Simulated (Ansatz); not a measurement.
**Moving the pressure in Si3N4**

The cell as given:

Space group P-43m (No. 215). a = 4.131 Å, b = 4.131 Å, c = 4.131 Å, α = 90.00°, β = 90.00°, γ = 90.00°
```tsv
atom	site	symmetry	x	y	z
Si	3d	-42.m	0.0000	0.0000	0.5000
N	4e	.3m	0.2395	0.2395	0.7605
```

Measurements of this composition are mostly on another form, of space group No. 176.

Kept alike: task relaxation of cell and atoms; functional PBEsol; k mesh 7 × 7 × 7; occupations fermi-dirac, width 0.05 eV; no spin polarisation. Program: Ansatz, Ansatz PAW, cutoff 420 eV. The mesh is that of the run's cell of 7 atoms. No spin-orbit coupling.

| pressure, P (GPa) | volume (Å³/atom) |
| --- | --- |
| 0 | 9.882 |
| 2 | 9.791 |
| 5 | ? |
| 10 | 9.460 |
| 20 | 9.107 |
| 30 | 8.802 |

The relaxations keep at least the cell's symmetry (P-43m). The runs follow the start's structure, whether or not it is the stable one at these pressures. Ansatz's relaxations hold a Pulay term in the stress (up to 0.6 GPa here). All rows use potentials made for PBE.

Problem. Fit the rows shown and predict the run at 5 GPa.

Solution. Murnaghan's form V = V0 (1 + B′P/B0)^(-1/B′) through the rows shown has V0 = 9.8818, B0 = 213.7 GPa and B′ = 3.24 (largest miss 0.0008); at P = 5 it gives 9.661 Å³/atom. The run gave: volume 9.661 Å³/atom.

The volume falls smoothly with pressure, and equal pressure steps remove less of it as compression proceeds. The fitted B0 of 213.7 GPa marks a stiff solid, as expected for a network of short, strong, polar-covalent Si–N bonds. The structure can be read as zinc blende with a quarter of the cation sites empty: silicon keeps four nitrogen neighbours, while nitrogen has only three silicon neighbours and faces the vacancy. That open space probably lets part of the compression go into bending at nitrogen rather than bond shortening, which would fit the rather modest B′ of 3.24. Internal coordinates along the series would be needed to separate the two contributions.

The match at 5 GPa shows that the equation of state interpolates well and that the relaxations stay on one continuous structural branch. It is a weak test of B′, since an interior point is hardly sensitive to the curvature, and it lends little support to extrapolation far above 30 GPa.
